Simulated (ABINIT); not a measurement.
Runs of ABINIT 10.8.3 (patched build) on Te. It takes space group P3_121 (No. 152, trigonal). The conventional cell has a = 4.454 Å, b = 4.454 Å, c = 5.924 Å, α = 90.00°, β = 90.00°, γ = 120.00°. Te (site symmetry 2) is surrounded by 2 Te at 2.86 Å. 

| task | level | potentials or basis | cell | k mesh | cutoff (eV) | fine-grid cutoff | cell freedom (optcell) | cutoff smearing ecutsm (Ha) | optimiser (ionmov) | force stop (Ha/bohr) | mesh quality | gap on the mesh (eV) | pressure (GPa) | largest force (eV/Å) |
| --- | --- | --- | --- | --- | --- | --- | --- | --- | --- | --- | --- | --- | --- | --- |
| band structure | RPBE | JTH PAW PBE v2.0 | as given | 7 × 7 × 5 | 408 | 816.342 eV | - | - | - | - | not flagged | - | 2.7 | (a) |
| single point | r2SCAN | JTH PAW PBE v2.0 | as given | 3 × 3 × 2 | 490 | 979.61 eV | - | - | - | - | coarse | 0.34 | - | 0.27 |
| relaxation of cell and atoms | r2SCAN | JTH PAW PBE v2.0 | relaxed | 7 × 7 × 5 | 490 | 979.61 eV | 2 | 0.5 | 2 | 5e-05 | not flagged | 0.87 | - | - |
| single point | PBE | JTH PAW PBE v2.0 | as given | 3 × 3 × 2 | 408 | 816.342 eV | - | - | - | - | coarse | - | (c) | 0.06 |
| band structure | LDA-PZ | JTH PAW LDA v2.0 | as given | 7 × 7 × 5 | 408 | 816.342 eV | - | - | - | - | not flagged | - | -1.9 | (b) |

Alike in all rows: no spin polarisation; smearing fermi-dirac 0.05 eV.

Estimate the missing entries.

(a) 0.21; (b) 0.14; (c) 1.9.

Caveats: some runs use coarse meshes; the PAW data sets were made with another functional, which shifts forces and pressure a little (some runs); spin-orbit coupling is left out, which moves the levels of the heavy elements (some runs); an odd mesh through Γ misses points on the zone boundary, where band edges often lie (some runs).

A k mesh can miss the band edges, and the runs leave out spin-orbit coupling on Te.

Not every run made on this cell is shown here.
